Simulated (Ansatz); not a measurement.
**AlN: a sublattice displacement scan**

The task, for AlN: measure how stiffly every N atom is held.

Method: DFT r2SCAN, scalar-relativistic, plane waves, PAW, in Ansatz 0.2.0.

1 further run of the same task is left out (set aside as unsound or not needed). Runs told in other sessions of the task aren't counted.

## 1. The structure to begin with

It takes space group F-43m (No. 216, cubic). Conventional cell: a = 4.370 Å, b = 4.370 Å, c = 4.370 Å, α = 90.00°, β = 90.00°, γ = 90.00°. Around Al (site symmetry -43m) lie 4 N at 1.89 Å. N (site symmetry -43m) is surrounded by 4 Al at 1.89 Å.

Coordinates:

```
CELL_PARAMETERS angstrom
0.00000 2.18490 2.18490
2.18490 0.00000 2.18490
2.18490 2.18490 0.00000
ATOMIC_POSITIONS crystal
Al 0.00000 0.00000 0.00000
N 0.75000 0.75000 0.75000
```

It goes back to an entry of the Materials Project, which need not be the stable form.

It is the result of an earlier relaxation at this level (volume 10.43 Å³/atom; gap on the mesh: 3.94 eV).

## 2. The reference cell

The reference gives a free energy of -928.4372 eV, pressure 0.00 GPa, largest force 0.000 eV/Å and gap on the mesh 3.94 eV. It was computed beforehand with the settings of the runs below.

## 3. The scan: a sublattice displacement scan

Every N atom is moved by x along the Cartesian unit vector (1.000, 0.000, 0.000); the cell and all other atoms stay fixed. Forces below are components along that vector, summed over the moved atoms.

## 4. x = -0.500 Å

Input file input.yaml:

```yaml
crystal:
  lattice:
    - [0.0, 2.1849006282, 2.1849006282]
    - [2.1849006282, 0.0, 2.1849006282]
    - [2.1849006282, 2.1849006282, 0.0]
  atoms:
    - { symbol: Al, position: [0.0, 0.0, 0.0] }
    - { symbol: "N", position: [0.8644216798, 0.6355783202, 0.6355783202] }
basis:
  ecutwfc: 500
kpoints:
  mp_grid: { grid: [10, 10, 10] }
hamiltonian:
  xc: r2scan
scf:
  occupations: { method: gaussian, width: 0.05 }
output:
  forces: true
  stress: true
  eigenvalues: true
```

The run is started by

```sh
ansatz run input.yaml --threads 1 --pin off --max-ram 2560MiB --backend cpu --events-out ev --progress --plain --runs-dir out
```

## 5. At x = 0.375 Å

input.yaml, as its differences from that of step 4:

```diff
@@ -7,3 +7,3 @@
     - { symbol: Al, position: [0.0, 0.0, 0.0] }
-    - { symbol: "N", position: [0.8644216798, 0.6355783202, 0.6355783202] }
+    - { symbol: "N", position: [0.6641837402, 0.8358162598, 0.8358162598] }
 basis:
```

## 6. Point x = -0.250 Å

input.yaml, as its differences from that of step 5:

```diff
@@ -7,3 +7,3 @@
     - { symbol: Al, position: [0.0, 0.0, 0.0] }
-    - { symbol: "N", position: [0.6641837402, 0.8358162598, 0.8358162598] }
+    - { symbol: "N", position: [0.8072108399, 0.6927891601, 0.6927891601] }
 basis:
```

## 7. Point x = 0.125 Å

input.yaml, as its differences from that of step 6:

```diff
@@ -7,3 +7,3 @@
     - { symbol: Al, position: [0.0, 0.0, 0.0] }
-    - { symbol: "N", position: [0.8072108399, 0.6927891601, 0.6927891601] }
+    - { symbol: "N", position: [0.7213945801, 0.7786054199, 0.7786054199] }
 basis:
```

## 8. Point x = 0.438 Å

input.yaml, as its differences from that of step 7:

```diff
@@ -7,3 +7,3 @@
     - { symbol: Al, position: [0.0, 0.0, 0.0] }
-    - { symbol: "N", position: [0.7213945801, 0.7786054199, 0.7786054199] }
+    - { symbol: "N", position: [0.6498810302, 0.8501189698, 0.8501189698] }
 basis:
```

## 9. x = 0.312 Å

input.yaml, as its differences from that of step 8:

```diff
@@ -7,3 +7,3 @@
     - { symbol: Al, position: [0.0, 0.0, 0.0] }
-    - { symbol: "N", position: [0.6498810302, 0.8501189698, 0.8501189698] }
+    - { symbol: "N", position: [0.6784864501, 0.8215135499, 0.8215135499] }
 basis:
```

## 10. x = 0.188 Å

input.yaml, as its differences from that of step 9:

```diff
@@ -7,3 +7,3 @@
     - { symbol: Al, position: [0.0, 0.0, 0.0] }
-    - { symbol: "N", position: [0.6784864501, 0.8215135499, 0.8215135499] }
+    - { symbol: "N", position: [0.7070918701, 0.7929081299, 0.7929081299] }
 basis:
```

## 11. Point x = 0.062 Å

input.yaml, as its differences from that of step 10:

```diff
@@ -7,3 +7,3 @@
     - { symbol: Al, position: [0.0, 0.0, 0.0] }
-    - { symbol: "N", position: [0.7070918701, 0.7929081299, 0.7929081299] }
+    - { symbol: "N", position: [0.73569729, 0.76430271, 0.76430271] }
 basis:
```

(Steps that only read results are left out.)

Q: Predict the outcome of this session.

**Answer**, as computed:

| quantity | value |
| --- | --- |
| force constant along x, from the points at -0.250, 0 and 0.062 Å | 14.70 eV/Å² |

What this shows: The restoring force grows by 14.70 eV/Å per Å near the site. The step of 0.25 Å is wide, so anharmonic terms mix in. The undisturbed cell stays the lowest of the sampled points. The gap on the mesh stays between 2.84 and 3.94 eV.
